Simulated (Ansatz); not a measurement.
The system is C, a slab with vacuum.

```
C
1.0
     2.45623    0.00000    0.00000
    -1.22811    2.12716    0.00000
     0.00000    0.00000   24.13396
C
4
Direct
  0.66667 0.33333 0.57048
  0.33333 0.66667 0.42952
  0.00000 0.00000 0.42953
  0.00000 0.00000 0.57047
```

* Program: Ansatz 0.2.0
* Task: single point
* Functional: PBE
* Potentials or basis: all-electron LAPW, scalar-relativistic
* Cutoff: 528 eV (chosen from the basis error)
* Basis error allowed: 0.001 eV/atom
* k mesh: 12 × 12 × 2
* Occupations: fermi-dirac, width 0.05 eV
* Spin: no spin polarisation

On this cell: largest force 0.054 eV/Å; band gap on the k mesh none (metal or under the smearing width).

The same run follows on a disturbed copy (atoms moved at random, drawn with an rms of 0.05 Å):

```
C
1.0
     2.45623    0.00000    0.00000
    -1.22811    2.12716    0.00000
     0.00000    0.00000   24.13396
C
4
Direct
  0.65643 0.32544 0.57124
  0.29481 0.64936 0.42888
  0.00123 0.99214 0.42970
  0.99523 0.01618 0.57109
```

**Question.** What does the disturbed cell give?

**Answer.** The energy (extrapolated to zero smearing) moves by +68.9 meV/atom; largest force 4.549 eV/Å; band gap on the k mesh 0.61 eV, direct.

Forces in eV/Å, atoms in the order of the input:
```
C   -0.971  2.597 -0.008
C    4.489  0.639  0.264
C   -4.490 -0.638 -0.356
C    0.972 -2.599  0.100
```

Stress tensor (GPa, compression positive):
```
 2.82 -1.56 -0.11
-1.56  1.89 -0.01
-0.11 -0.01  0.39
```

A k mesh can miss the band edges.
